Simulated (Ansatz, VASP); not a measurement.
## AlN in VASP and in Ansatz

```
Al N
1.0
     0.00000    2.03527    2.03527
     2.03527    0.00000    2.03527
     2.03527    2.03527    0.00000
Al N
1 1
Direct
  0.00000 0.00000 0.00000
  0.50000 0.50000 0.50000
```

Alike in both runs: functional PBE; k mesh 10 × 10 × 10; occupations gaussian, width 0.02 eV; no spin polarisation.

Ansatz relaxed the structure, and its values are those at the end. VASP's run is a single point on that final structure, the one shown.

```csv
,VASP,Ansatz
version,VASP 6.6.1,Ansatz 0.2.0
potentials or method,"VASP PAW PBE potentials, release 64 (Al, N)","scalar-relativistic, plane waves, PAW"
plane-wave cutoff (eV),520,420
valence electrons in the cell,8,8
```

|  | VASP | Ansatz | Ansatz less VASP |
| --- | --- | --- | --- |
| gap on the k mesh at the Fermi level (eV) | 4.41 | 4.44 | +0.022 |
| least direct gap on the mesh (eV) | 5.39 | 5.38 | -0.010 |
| pressure (GPa) | -0.3 | 0.0 | +0.27 |

The functional is the same, so the differences come from potentials, cutoffs and numerics.

A k mesh can miss the band edges. Expect the measured gap to be larger: semilocal functionals such as PBE lack the derivative discontinuity.
